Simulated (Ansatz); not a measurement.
This script drives Ansatz's Python interface.

`run_kconv.py`
```python
# -*- coding: utf-8 -*-
'''k-point test for ZrS2.'''

from dataclasses import dataclass
import warnings

import ansatz as az
from tabulate import tabulate


@dataclass(frozen=True)
class Options:
    cutoff: int = 600
    xc: str = 'r2SCAN'


opts = Options()


def main():
    warnings.simplefilter('ignore', az.DeckWarning)

    structure = (
        az.Lattice.from_parameters(3.691383, 3.691383, 6.041077, alpha=90, beta=90, gamma=120)
        .space_group(164)
        .atom('Zr', (0.0, 0.0, 0.0))
        .atom('S', (2 / 3, 1 / 3, 0.76209))
    )

    job = (
        structure.calculation()
        .pseudopotentials('paw')
        .basis(opts.cutoff)
        .functional(opts.xc)
        .occupations(az.OccupationsMethod.FIXED)
        .forces()
        .stress()
    )

    rows = []
    for value in [(3, 3, 2), (6, 6, 4), (12, 12, 4), (12, 12, 6)]:
        report = job.kpoints(mesh=value).run(threads=1).report
        rows.append((value, report['free_energy_ev'] / len(report['lattice']['sites']), report['n_iterations'], sum(report['stress_gpa'][i][i] for i in range(3)) / 3, max(abs(f) for row in report['forces_ev_ang'] for f in row), report['n_kpoints']))

    print(tabulate(rows, headers=['mesh', 'F/atom (eV)', 'iterations', 'P (GPa)', 'max component (eV/A)', 'k-points'], floatfmt='.4f', tablefmt='simple'))

    # differences from the last row
    for row in rows[:-1]:
        shift = 1000 * (row[1] - rows[-1][1])
        print(f'{row[0]}: {shift:+.2f} meV/atom' + ('  (within 2 meV)' if abs(shift) < 2 else ''))


if __name__ == '__main__':
    main()
```

It is started by `python run_kconv.py`. Estimate its wall time and peak memory on 1 thread of Arm Neoverse V1, on a shared host.

It took about 45 s, with a peak of 0.71 GiB, for 4 runs of the engine.

```console
$ python run_kconv.py
mesh           F/atom (eV)    iterations    P (GPa)    max component (eV/A)    k-points
-----------  -------------  ------------  ---------  ----------------------  ----------
(3, 3, 2)       -2003.9697             6     0.5412                  0.1121           6
(6, 6, 4)       -2004.0144             6     0.0413                  0.0248          24
(12, 12, 4)     -2004.0166             6    -0.0047                  0.0186          69
(12, 12, 6)     -2004.0166             6    -0.0050                  0.0185         100
(3, 3, 2): +46.89 meV/atom
(6, 6, 4): +2.20 meV/atom
(12, 12, 4): +0.01 meV/atom  (within 2 meV)
```

From 12×12×4 on it stays within 2 meV an atom of the value at 12×12×6; the first row (3×3×2) is off by 46.9 meV and the last but one by 0.01 meV. The pressure moves from 0.54 to 0.00 GPa. The last run costs about 6.6 times the first.

What to keep in mind:
- The run is spin-unpolarised.
- Pressure is positive in compression.
- The structure comes from a database of computed cells and needn't be a stable or known phase.
- Shifts are counted from the finest mesh, which is itself no proven limit.
